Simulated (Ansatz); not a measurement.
# Se: energy and pressure over a range of volumes

An exercise on one series of results from a longer session: the logs are not shown, and one member is left open.

Program: Ansatz 0.2.0. Level of theory: DFT LDA, scalar-relativistic. These are calculated values, not measurements.

**The starting structure**

It takes space group P3_121 (No. 152, trigonal). The conventional cell has a = 4.366 Å, b = 4.366 Å, c = 4.954 Å, α = 90.00°, β = 90.00°, γ = 120.00°. Around Se (site symmetry 2) lie 2 Se at 2.37 Å.

As a file:

```
Se
1.0
     4.36620    0.00000    0.00000
    -2.18310    3.78124    0.00000
     0.00000    0.00000    4.95360
Se
3
Direct
  0.22540 0.00000 0.33333
  0.00000 0.22540 0.66667
  0.77460 0.77460 0.00000
```

Atoms are numbered in the order of the input: Se1, Se2, Se3.

The first run:

File input.yaml:

```yaml
crystal:
  lattice:
    - [4.3071900132, 0.0, 0.0]
    - [-2.1535950066, 3.7301359704, 0.0]
    - [0.0, 0.0, 4.8866512526]
  atoms:
    - { symbol: Se, position: [0.2254, 0.0, 0.3333333333] }
    - { symbol: Se, position: [0.0, 0.2254, 0.6666666667] }
    - { symbol: Se, position: [0.7746, 0.7746, 0.0] }
kpoints:
  mp_grid: { grid: [6, 6, 5] }
  band_path:
    path:
      - [0.0, 0.0, 0.0]
      - [0.5, 0.0, 0.0]
      - [0.3333333333, 0.3333333333, 0.0]
      - [0.0, 0.0, 0.0]
      - [0.0, 0.0, 0.5]
      - [0.5, 0.0, 0.5]
      - [0.3333333333, 0.3333333333, 0.5]
      - [0.0, 0.0, 0.5]
      - [0.5, 0.0, 0.5]
    npoints: 5
scf:
  occupations: { method: fermi_dirac, width: 0.03 }
hamiltonian:
  xc: lda
  pseudopotentials: { kind: all_electron, lapw: { basis_error: 0.0005 } }
output:
  forces: true
  stress: true
  eigenvalues: true
```

On the command line:

```console
$ ansatz run input.yaml --threads 1 --pin off --max-ram 4096MiB --backend cpu --events-out ev --progress --plain --runs-dir out
```

Steps of the session up to this table: Volume × 0.96, LAPW; Volume × 0.96, PAW; Volume × 0.96, crystal datasets; Volume × 0.99, LAPW; Volume × 0.99, PAW; Volume × 0.99, crystal datasets; Volume × 1.02, LAPW; Volume × 1.02, PAW; Volume × 1.02, crystal datasets; Volume × 1.06, LAPW; Volume × 1.06, PAW; Volume × 1.06, crystal datasets.

One table of the session follows, with a row left open; its other results are not shown here.

It belongs to the step «The equation of state». 

| method | volume (Å³/atom) | pressure (GPa) | gap on the k mesh (eV) | largest force (eV/Å) |
| --- | --- | --- | --- | --- |
| LAPW | 26.170 | 1.17 | 1.17 | 0.645 |
| LAPW | 26.988 | -0.71 | 1.19 | 0.313 |
| LAPW | 27.806 | -2.31 | 1.20 | 0.014 |
| LAPW | 28.896 | -4.06 | 1.21 | 0.338 |
| PAW | 26.170 | 1.17 | 1.16 | 0.646 |
| PAW | 26.988 | -0.72 | 1.18 | 0.314 |
| PAW | 27.806 | -2.31 | 1.19 | 0.016 |
| PAW | 28.896 | -4.06 | 1.21 | 0.336 |
| crystal datasets | 26.170 | 1.17 | 1.17 | 0.645 |
| crystal datasets | 26.988 | -0.71 | 1.19 | 0.313 |
| crystal datasets | 27.806 | ? | ? | ? |
| crystal datasets | 28.896 | -4.06 | 1.21 | 0.337 |

**Question.** Estimate the row for crystal datasets, 27.806.

**Answer.** pressure (GPa): -2.31; gap on the k mesh (eV): 1.20; largest force (eV/Å): 0.015.

Limits of these values: Shape and positions are held, so a fully relaxed modulus can be lower. Warnings in the runs' records: crystal datasets made.
